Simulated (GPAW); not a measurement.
# TaN: equation of state with RPBE+D3(BJ)

The system is TaN.

```xyz
2
Lattice="3.1273 0.0000 0.0000 1.5636 2.7083 0.0000 1.5636 0.9028 2.5534" Properties=species:S:1:pos:R:3 pbc="T T T"
Ta    3.1273    1.8055    1.2767
N     0.0000    0.0000    0.0000
```

The cell comes from a database or a generator and needn't be the stable form of this composition.

| Item | Value |
| --- | --- |
| Program | GPAW 26.7.0 |
| Task | equation of state |
| Functional | RPBE |
| Dispersion | D3(BJ) |
| Potentials or basis | the program's PAW data sets (release 1.2.1) made for this functional |
| Cutoff | 800 eV |
| Basis | pw |
| k mesh | 8 × 8 × 8 |
| Occupations | fermi-dirac, width 0.05 eV |
| Spin | no spin polarisation |

The equilibrium volume is 9.70 Å³/atom (rough: see the caveat) and the bulk modulus is 448 GPa (rough).

Energy against volume, from the lowest point:
```
volume (Å³/atom)  energy (meV/atom)
          10.164               0.00
          10.381              30.50
          10.597              70.44
          10.813             118.61
          11.030             174.08
          11.246             236.25
          11.462             304.12
```

Run time: 96 s on 1 thread of Arm Neoverse V1, on a shared host, peak memory 0.24 GiB.

Caveat: the minimum lies outside the volumes run. Spin-orbit coupling is left out, which matters for the levels of Ta.
